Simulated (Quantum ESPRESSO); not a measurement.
# Nd (P6_3/mmc) in Quantum ESPRESSO: reference runs

Aim: a first look at Nd with PBE, on the cell as given.

All numbers are computed with Quantum ESPRESSO 7.5; they aren't measurements. Logs are shortened: lines on timing, memory, paths and dates and some standing lists are left out, and cuts for length are marked.

## 1. The structure

It takes space group P6_3/mmc (No. 194, hexagonal). The conventional cell has a = 3.657 Å, b = 3.657 Å, c = 5.902 Å, α = 90.00°, β = 90.00°, γ = 120.00°. Around Nd (site symmetry -6m2) lie 12 Nd at 3.63 to 3.66 Å.

This isn't the form of Nd at room conditions, which is double hcp.

## 2. Single point, PBE, collinear spin, ferromagnetic start

The input, pw.in:

```
&CONTROL
  calculation = 'scf'
  prefix = 'pwscf'
  outdir = './tmp'
  pseudo_dir = './pseudo'
  tprnfor = .true.
  tstress = .true.
  disk_io = 'nowf'
/
&SYSTEM
  ibrav = 0
  nat = 2
  ntyp = 1
  ecutwfc = 55
  ecutrho = 440
  nbnd = 24
  occupations = 'smearing'
  smearing = 'fd'
  degauss = 0.00367493
  nspin = 2
  starting_magnetization(1) = 0.2143
/
&ELECTRONS
  conv_thr = 4d-10
  electron_maxstep = 120
  mixing_beta = 0.3
/
ATOMIC_SPECIES
Nd   144.2420 Nd.paw.z_14.atompaw.wentzcovitch.v1.2.upf
CELL_PARAMETERS angstrom
   3.6570000000    0.0000000000    0.0000000000
  -1.8285000000    3.1670549016    0.0000000000
   0.0000000000    0.0000000000    5.9020000000
ATOMIC_POSITIONS crystal
Nd     0.6666666667    0.3333333333    0.7500000000
Nd     0.3333333333    0.6666666667    0.2500000000
K_POINTS automatic
8 8 5 0 0 0
```

Potentials or basis: SSSP 1.3 efficiency PBE.

The run is started by

```
$ OMP_NUM_THREADS=1 mpirun -n 2 pw.x -nk 2 -in pw.in > pw.out
```

pw.out:

```text
This program is part of the open-source Quantum ESPRESSO suite
     for quantum simulation of materials; please cite
         "P. Giannozzi et al., J. Phys.:Condens. Matter 21 395502 (2009);
         "P. Giannozzi et al., J. Phys.:Condens. Matter 29 465901 (2017);
         "P. Giannozzi et al., J. Chem. Phys. 152 154105 (2020);
     in publications or presentations arising from this work. More details at

     file Nd.paw.z_14.atompaw.wentzcovitch.v1.2.upf: wavefunction(s)  6S 0P 5D 0D 0F renormalized
     Message from routine setup:
     using ibrav=0 with symmetry is DISCOURAGED, use correct ibrav instead

     K-points division:     npool     =       2
     Subspace diagonalization in iterative solution of the eigenvalue problem:
     a serial algorithm will be used

     G-vector sticks info
     --------------------
     sticks:   dense  smooth     PW     G-vecs:    dense   smooth      PW
     Sum        1453     733    211                71811    25409    4031

     Using Slab Decomposition

     bravais-lattice index     =            0
     lattice parameter (alat)  =       6.9107  a.u.
     unit-cell volume          =     461.2925 (a.u.)^3
     number of atoms/cell      =            2
     number of atomic types    =            1
     number of electrons       =        28.00
     number of Kohn-Sham states=           24
     kinetic-energy cutoff     =      55.0000  Ry
     charge density cutoff     =     440.0000  Ry
     scf convergence threshold =      4.0E-10
     mixing beta               =       0.3000
     number of iterations used =            8  plain     mixing
     Exchange-correlation= SLA PW PBX PBC
                           (   1   4   3   4   0   0   0)

     celldm(1)=   6.910728  celldm(2)=   0.000000  celldm(3)=   0.000000
     celldm(4)=   0.000000  celldm(5)=   0.000000  celldm(6)=   0.000000

     crystal axes: (cart. coord. in units of alat)
               a(1) = (   1.000000   0.000000   0.000000 )
               a(2) = (  -0.500000   0.866025   0.000000 )
               a(3) = (   0.000000   0.000000   1.613891 )

     reciprocal axes: (cart. coord. in units 2 pi/alat)
               b(1) = (  1.000000  0.577350 -0.000000 )
               b(2) = (  0.000000  1.154701  0.000000 )
               b(3) = (  0.000000 -0.000000  0.619620 )

     PseudoPot. # 1 for Nd read from file:
     Nd.paw.z_14.atompaw.wentzcovitch.v1.2.upf
     Pseudo is Projector augmented-wave + core cor, Zval = 14.0
     Generated using ATOMPAW code
     Shape of augmentation charge: BESSEL
     Using radial grid of 1105 points,  8 beta functions with:
                l(1) =   0
                l(2) =   0
                l(3) =   1
                l(4) =   1
                l(5) =   2
                l(6) =   2
                l(7) =   3
                l(8) =   3
     Q(r) pseudized with 0 coefficients

     atomic species   valence    mass     pseudopotential
     Nd               14.00   144.24200     Nd( 1.00)

     Starting magnetic structure
     atomic species   magnetization
     Nd              0.214

     24 Sym. Ops., with inversion, found (12 have fractional translation)

   Cartesian axes

     site n.     atom                  positions (alat units)
         1        Nd     tau(   1) = (   0.5000000   0.2886751   1.2104184  )
         2        Nd     tau(   2) = (  -0.0000000   0.5773503   0.4034728  )

     number of k points=    30  Fermi-Dirac smearing, width (Ry)=  0.0037
                       cart. coord. in units 2pi/alat
        k(    1) = (   0.0000000   0.0000000   0.0000000), wk =   0.0031250
        k(    2) = (   0.0000000   0.0000000   0.1239241), wk =   0.0062500
        k(    3) = (   0.0000000   0.0000000   0.2478482), wk =   0.0062500
        k(    4) = (   0.0000000   0.1443376   0.0000000), wk =   0.0187500
        k(    5) = (   0.0000000   0.1443376   0.1239241), wk =   0.0375000
        k(    6) = (   0.0000000   0.1443376   0.2478482), wk =   0.0375000
[... 22 lines left out ...]
        k(   29) = (   0.2500000   0.5773503   0.1239241), wk =   0.0375000
        k(   30) = (   0.2500000   0.5773503   0.2478482), wk =   0.0375000

     Dense  grid:    71811 G-vectors     FFT dimensions: (  48,  48,  80)

     Smooth grid:    25409 G-vectors     FFT dimensions: (  36,  36,  54)

     Generating pointlists ...
     new r_m :   0.4093 (alat units)  2.8285 (a.u.) for type    1

     Initial potential from superposition of free atoms

     starting charge      27.9876, renormalised to      28.0000
     Starting wfcs are   64 randomized atomic wfcs
     Checking if some PAW data can be deallocated...

     Self-consistent Calculation

     iteration #  1     ecut=    55.00 Ry     beta= 0.30
     Davidson diagonalization with overlap
     ethr =  1.00E-02,  avg # of iterations =  1.0

     total energy              =   -1074.16033211 Ry
     estimated scf accuracy    <       1.43178031 Ry
[... 61 lines left out ...]
     total magnetization       =     8.31 Bohr mag/cell
     absolute magnetization    =     8.31 Bohr mag/cell

     iteration #  8     ecut=    55.00 Ry     beta= 0.30
     Davidson diagonalization with overlap
     c_bands:  1 eigenvalues not converged
     ethr =  9.69E-06,  avg # of iterations = 15.9

     total energy              =   -1074.75062099 Ry
     estimated scf accuracy    <       0.52483487 Ry

     total magnetization       =     6.95 Bohr mag/cell
     absolute magnetization    =     6.95 Bohr mag/cell
[... 241 lines left out ...]
     iteration # 33     ecut=    55.00 Ry     beta= 0.30
     Davidson diagonalization with overlap
     ethr =  2.18E-12,  avg # of iterations =  5.9

     Magnetic moment per site  (integrated on atomic sphere of radius R)
     atom   1 (R=0.409)  charge= 12.5489  magn=  3.7532
     atom   2 (R=0.409)  charge= 12.5489  magn=  3.7532

     End of self-consistent calculation

 ------ SPIN UP ------------

          k = 0.0000 0.0000 0.0000 (  3177 PWs)   bands (ev):

   -25.6984 -25.5503  -7.4916  -6.5053  -6.5053  -6.3446  -6.3446  -6.2809
     7.6911   9.6263  11.3420  11.3420  11.4755  11.4860  11.4860  11.4870
    11.7721  11.9022  11.9022  11.9298  11.9617  11.9617  12.1554  12.3843
[... 171 lines left out ...]
   -25.5284 -25.5221  -7.3230  -7.2874  -7.0162  -6.9145  -6.5495  -6.5070
    10.5253  10.7899  11.1049  11.1697  11.2070  11.2080  11.2903  11.3237
    11.4748  11.4857  12.0517  12.0836  12.2275  12.2387  12.2933  12.3186

 ------ SPIN DOWN ----------

          k = 0.0000 0.0000 0.0000 (  3177 PWs)   bands (ev):

   -24.0678 -23.9072  -6.2033  -5.2007  -5.2007  -5.0330  -5.0330  -4.9189
     8.5973  10.7019  13.2836  13.5031  13.5606  13.6525  13.6525  13.7156
    13.7291  13.7291  14.0033  14.0033  14.2955  14.2955  14.5541  14.7225
[... 171 lines left out ...]
   -23.8830 -23.8762  -6.0509  -6.0107  -5.7456  -5.6385  -5.2125  -5.1666
    11.3898  11.7451  12.3029  12.3387  13.2601  13.3850  13.9247  13.9328
    13.9425  13.9697  14.0023  14.0648  14.0854  14.1340  14.2750  14.2815

     the Fermi energy is    11.7457 ev

!    total energy              =   -1074.76733616 Ry
     total all-electron energy =     -1074.767336 Ry
     estimated scf accuracy    <          3.6E-11 Ry
     smearing contrib. (-TS)   =      -0.00407795 Ry
     internal energy E=F+TS    =   -1074.76325821 Ry

     The total energy is F=E-TS. E is the sum of the following terms:
     one-electron contribution =     -50.27747779 Ry
     hartree contribution      =      48.07512140 Ry
     xc contribution           =     -28.47805885 Ry
     ewald contribution        =    -184.60737147 Ry
     one-center paw contrib.   =    -859.47547151 Ry

     total magnetization       =     8.17 Bohr mag/cell
     absolute magnetization    =     8.17 Bohr mag/cell

     convergence has been achieved in  33 iterations

     Forces acting on atoms (cartesian axes, Ry/au):

     atom    1 type  1   force =     0.00000000   -0.00000000    0.00000000
     atom    2 type  1   force =    -0.00000000    0.00000000    0.00000000

     Total force =     0.000000     Total SCF correction =     0.000000

     Computing stress (Cartesian axis) and pressure

          total   stress  (Ry/bohr**3)                   (kbar)     P=        2.57
   0.00003136  -0.00000000   0.00000000            4.61       -0.00        0.00
  -0.00000000   0.00003136  -0.00000000           -0.00        4.61       -0.00
   0.00000000   0.00000000  -0.00001039            0.00        0.00       -1.53

=------------------------------------------------------------------------------=
   JOB DONE.
=------------------------------------------------------------------------------=
```

Run time: 4.7 min. Hardware: 2 MPI ranks of Arm Neoverse V1, shared host; peak memory 0.88 GiB.

What came out:

```
Free energy                                           : -14622.9546 eV
Pressure                                              : 0.3 GPa
Band gap on the k mesh                                : none (metal or under the smearing width)
Net moment                                            : 8.17 μB per cell
Absolute moment                                       : 8.17 μB per cell
Site moments                                          : Nd +3.75 μB
Valence electrons inside the program's atomic spheres : Nd 12.55
```

Stress tensor (GPa, compression positive):
```
 0.46  0.00  0.00
 0.00  0.46  0.00
 0.00  0.00 -0.15
```

Levels at points of the mesh, in eV from the Fermi level:
Spin up:
| k point | band 15 | band 16 | band 17 | band 18 | band 19 | band 20 | band 21 | band 22 |
| --- | --- | --- | --- | --- | --- | --- | --- | --- |
| (0.00, 0.00, 0.00) | -0.26 | -0.26 | 0.03 | 0.16 | 0.16 | 0.18 | 0.22 | 0.22 |
| (0.00, -0.50, 0.00) | -0.43 | -0.37 | -0.18 | 0.06 | 0.15 | 0.31 | 0.37 | 0.41 |
Spin down:
```tsv
k point	band 7	band 8	band 9	band 10	band 11	band 12	band 13	band 14
(0.00, 0.00, 0.00)	-16.78	-16.66	-3.15	-1.04	1.54	1.76	1.81	1.91
(0.00, -0.50, 0.00)	-16.98	-16.93	-0.82	-0.52	-0.51	1.65	1.72	1.78
```

Caveat: the magnetic or orbital state may not be the lowest; spin-orbit coupling is left out, which moves the levels of the heavy elements.
